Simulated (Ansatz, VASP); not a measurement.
Au: VASP beside Ansatz

INCAR

```
PREC     = Accurate       # precision mode
ENCUT    = 520            # plane-wave cutoff, eV
EDIFF    = 1E-6           # SCF threshold, eV
ISMEAR   = 0              # smearing method
SIGMA    = 0.15           # smearing width, eV
LREAL    = F              # projectors in reciprocal space
LASPH    = T              # aspherical terms in the spheres
NELM     = 60             # most SCF steps
ALGO     = Fast           # electronic algorithm
ISIF     = 2              # what is computed and relaxed
LWAVE    = F              # write WAVECAR
LCHARG   = T              # write CHGCAR
GGA      = PS             # functional
LELF     = T              # ELF
LVHAR    = T            
NBANDS   = 12             # bands
```

KPOINTS

```
Automatic mesh
0
Gamma
  20 20 20
```

Contents of POSCAR:

```
Au
1.0
    0.0000000000      2.0966375000      2.1477750000
    2.0966375000      0.0000000000      2.1477750000
    2.0966375000      2.0966375000      0.0000000000
Au
1
Direct
    0.0000000000      0.0000000000      0.0000000000
```

Input for Ansatz:

```yaml
crystal:
  lattice:
    - [0.0, 2.0966375, 2.147775]
    - [2.0966375, 0.0, 2.147775]
    - [2.0966375, 2.0966375, 0.0]
  atoms:
    - { symbol: Au, position: [0.0, 0.0, 0.0] }
basis:
  ecutwfc: 420
kpoints:
  mp_grid: { grid: [20, 20, 20] }
hamiltonian:
  xc: pbesol
scf:
  occupations: { method: gaussian, width: 0.15 }
output:
  forces: true
  stress: true
  eigenvalues: true
```

Change from the starting cell: strain +0.025 along x and y, +0.050 along z, atoms carried along.

Alike in both runs: task single point; functional PBEsol; k mesh 20 × 20 × 20; occupations gaussian, width 0.15 eV; no spin polarisation.

|  | VASP | Ansatz |
| --- | --- | --- |
| version | VASP 6.6.1 | Ansatz 0.2.0 |
| potentials or method | VASP PAW PBE potentials, release 64 (Au) | scalar-relativistic, plane waves, PAW |
| plane-wave cutoff (eV) | 520 | 420 |
| valence electrons in the cell | 11 | 19 |

VASP gave:

```
gap on the k mesh at the Fermi level (eV)       : none
pressure (GPa)                                  : -13.5
largest component of the traceless stress (GPa) : 0.32
```

**Question.** Which values does Ansatz return?

**Answer.** gap on the k mesh at the Fermi level (eV): none; pressure (GPa): -13.4; largest component of the traceless stress (GPa): 0.32.

A gap of «none» marks a metal or a gap that the smearing closes. The two sets of potentials don't hold the same shells in valence.

Caveats: the PAW data sets were made with another functional, which shifts forces and pressure a little (VASP). Spin-orbit coupling is left out, which matters for the levels of Au.
